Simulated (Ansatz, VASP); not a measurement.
**La in VASP and in Ansatz**

```
La
1.0
     3.17594    0.00000    0.00000
     0.00000    3.17594    0.00000
     0.00000    0.00000    3.17594
La
1
Cartesian
  0.0000 0.0000 0.0000
```

Alike in both runs: functional LDA; k mesh 13 × 13 × 13; occupations fermi-dirac, width 0.05 eV; no spin polarisation.

Ansatz relaxed the structure, and its values are those at the end. VASP's run is a single point on that final structure, the one shown.

|  | VASP | Ansatz |
| --- | --- | --- |
| version | VASP 6.6.1 | Ansatz 0.2.0 |
| potentials or method | VASP PAW LDA potentials, release 64 (La) | PAW with Ansatz's default frozen-core files, scalar-relativistic |
| plane-wave cutoff (eV) | 520 | 420 |
| valence electrons in the cell | 11 | 11 |

Ansatz gave:

* pressure (GPa): 0.0

Task: Which values does VASP return?

Result: Pressure (GPa): -0.2.

Spin-orbit coupling is left out, which matters for the levels of La.
